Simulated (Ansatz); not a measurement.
Structure from Materials Project entry mp-23870 (possibly hypothetical), not relaxed further.

Input and log of a run on NaH: DFT, PBEsol, all-electron LAPW, scalar-relativistic (Ansatz 0.2.0).

```yaml
crystal:
  lattice:
    - [0.0, 2.3864216652, 2.3864216652]
    - [2.3864216652, 0.0, 2.3864216652]
    - [2.3864216652, 2.3864216652, 0.0]
  atoms:
    - { symbol: Na, position: [0.0, 0.0, 0.0] }
    - { symbol: H, position: [0.5, 0.5, 0.5] }
kpoints:
  mp_grid: { grid: [11, 11, 11] }
  band_path:
    path:
      - [0.0, 0.0, 0.0]
      - [0.5, 0.0, 0.5]
      - [0.625, 0.25, 0.625]
      - [0.375, 0.375, 0.75]
      - [0.0, 0.0, 0.0]
      - [0.5, 0.5, 0.5]
      - [0.5, 0.25, 0.75]
      - [0.5, 0.0, 0.5]
    npoints: 8
scf:
  occupations: { method: fermi_dirac, width: 0.02 }
hamiltonian:
  xc: pbesol
  pseudopotentials: { kind: all_electron, lapw: { basis_error: 0.00025 } }
output:
  forces: true
  stress: true
  eigenvalues: true
  populations: true
  dos: { projected: true, de: 0.2, e_range: [-14, 8] }
```

Output:

```
Na: projections on atomic orbitals take those of the free atom 1s2 2s2 2p6 3s1, of charge +0.00 (hamiltonian.pseudopotentials.projection_atoms)
H: projections on atomic orbitals take those of the free atom 1s1, of charge +0.00 (hamiltonian.pseudopotentials.projection_atoms)
LAPW: plane waves up to 7.112 Å⁻¹, error target 2.5e-4 eV per atom; small_component_spin mean_spin; H in spheres of 0.972 Å, 1 of its electrons in bands, Dirac shells []; Na in spheres of 1.414 Å, 9 of its electrons in bands, Dirac shells []
Engine: ansatz 0.2.0
Pseudopotentials: kind: all_electron
Pseudopotential: Na, LAPW, valence charge 9, Koelling and Harmon's equation, gaussian nucleus
Pseudopotential: H, LAPW, valence charge 1, Koelling and Harmon's equation, gaussian nucleus
Functional definition: PBEsol
  exchange = pbesol_x
  correlation = pbesol_c
Crystal: 2 atoms, lattice volume = 27.181 Å³
Basis set: ecut = 192.71503966401562 eV, 169 PW (Γ), exchange–correlation at level 2
Bands: 9, of which v1, the nominal top of the filled ones, is band 5 counted from 1 (4 counted from 0)
Symmetry: 48 space group operations
Space group: Fm-3m (ITA 225), of the structure as read, at distance tolerance 3.0e-5 Å
k-points: 56 of 1331
Non-local potential: Na, projectors of the file, none
Non-local potential: H, projectors of the file, none
Initial density: superposition of atomic densities (chi_scale 0.1, normalization cell, long waves kept (reshape's long-wave potential 0.00 eV rms))
Initial wavefunctions: plane waves of lowest kinetic energy (no species holds an atomic orbital)
Functional: x = pbesol(κ = 0.804, μ = 0.12345679012345678), c = pbesol(β = 0.046)
iter 1 solved again at ethr=6.53e-3 eV; its pass at ethr=1.00e-1 eV (dr2=6.53e-1 eV) is discarded
SCF iter   1: F=—  HF=-4425.979784 eV  |F-HF|=—  |Δ(HF+E_count)|=         —  Δρ=4.11e-2  dr2=6.52e-1  ethr=6.53e-3  ⟨swp⟩=2.0  Hψ=3555  notcnv=0
preconditioner: auto → none  [insulator: Δε(μ)=4.945 eV  Ē_g=26.057 eV  σ=0.020 eV  W_gap=1.00  n_scr=8 (ndim 8)  ℏωp=20.1 eV  f_vac=0.000  D(μ)=0.00/eV (n_scr^D=0)  ε∞_Penn≈1.6]
iter 2 solved again at ethr=5.49e-4 eV; its pass at ethr=6.52e-3 eV (dr2=5.49e-2 eV) is discarded
SCF iter   2: F=—  HF=-4425.596471 eV  |F-HF|=—  |Δ(HF+E_count)|=   3.83e-1  Δρ=1.17e-2  dr2=5.49e-2  ethr=5.49e-4  ⟨swp⟩=2.0  Hψ=2746  notcnv=0
SCF iter   3: F=—  HF=-4425.576242 eV  |F-HF|=—  |Δ(HF+E_count)|=         —  Δρ=1.34e-3  dr2=5.80e-4  ethr=5.49e-4  ⟨swp⟩=2.0  Hψ=1512  notcnv=0
the basis was enlarged: its passes take 160.3 KiB over the memory plan, 1 of 1 planned eigensolver slots
SCF iter   4: F=—  HF=-4425.576795 eV  |F-HF|=—  |Δ(HF+E_count)|=   5.53e-4  Δρ=4.69e-4  dr2=6.32e-5  ethr=5.80e-6  ⟨swp⟩=2.0  Hψ=1508  notcnv=0
SCF iter   5: F=—  HF=-4425.576909 eV  |F-HF|=—  |Δ(HF+E_count)|=   1.15e-4  Δρ=3.58e-5  dr2=4.73e-7  ethr=6.32e-7  ⟨swp⟩=3.0  Hψ=1342  notcnv=0
SCF iter   6: F=-4425.576909 eV  HF=-4425.576909 eV  |F-HF|=2.13e-9  |Δ(HF+E_count)|=   1.56e-7  Δρ=2.23e-6  dr2=1.36e-9  ethr=4.73e-9  ⟨swp⟩=2.8  Hψ=1333  notcnv=0
SCF 1 converged in 6 iterations: F = -4425.576909 eV  dr2 = 1.36e-9
NSCF: frozen V_eff on 57 k-points
SCF converged after 6 iterations
Free energy (F): -4425.576909 eV
Harris-Foulkes:  -4425.576909 eV  (|F-HF|=2.13e-9)
Internal energy: -4425.576909 eV  (E = F + TS)
E sigma→0 (E₀):  -4425.576909 eV
Fermi energy:    2.708912 eV
--- Per-component energies (eV) ---
  E_band       = -225.995913
  E_kinetic    = 4426.567568
  E_xc         = -389.870283
  E_electrostatic = -8462.274194  (all electrons and nuclei)
  E_smearing   = -0.000000  (= −TS)
  E_closure    = 0.000000  (closes the sum)
  E_atoms      = -4420.385927  (free atoms, spherical and without spin; not in F)
  Σ components = -4425.576909   (vs F -4425.576909, Δ=0.00e0)
  Basis errors (estimates in eV, not in F): energy 7.1e-5 per atom: plane waves 6.1e-5 (4.5e-5 summed), levels above the bands 1.6e-226, relativity 9.0e-10, radial functions 1.0e-5, core shells 3.4e-15; eigenvalues (radial functions only) 1.6e-4; not estimated: angular momenta, meshes, grids; target (lapw.basis_error) 2.5e-4; muffin-tin radii H 0.972 Å, Na 1.414 Å
--- Forces (eV/Å), atoms counted from 1 ---
  atom   1  Na    -0.00000000     0.00000000     0.00000000
  atom   2  H      0.00000000     0.00000000    -0.00000000
  max |Σ_I F_I| component: 1.21e-30 eV/Å
--- Stress (GPa, compression-positive) ---
        0.284558      -0.000000      -0.000000
       -0.000000       0.284558      -0.000000
       -0.000000      -0.000000       0.284558
  P = ⅓ Tr σ = 0.2846 GPa (2.846 kbar)
--- Band table (eV; the first three rows and the last of 56) ---
  k-point 0: bands = ["-49.0974", "-21.1409", "-21.1409", "-21.1409", "-2.9840", "11.5867", "16.4870", "16.4870", "16.4870"]
  k-point 1: bands = ["-49.0968", "-21.1497", "-21.1419", "-21.1419", "-2.8358", "11.0789", "14.5472", "15.9826", "15.9826"]
  k-point 2: bands = ["-49.0950", "-21.1732", "-21.1447", "-21.1447", "-2.4023", "9.5801", "13.0562", "15.3259", "15.3259"]
  k-point 55: bands = ["-49.0866", "-21.2109", "-21.2059", "-21.1772", "0.7927", "6.5328", "6.8439", "9.6432", "16.7978"]
--- Löwdin populations: 2 sites ---
  site symbol       q [e]
     0     Na     10.4190
     1      H      1.5562
  spilling = 0.002068 (of n_electrons = 12.000000)
```
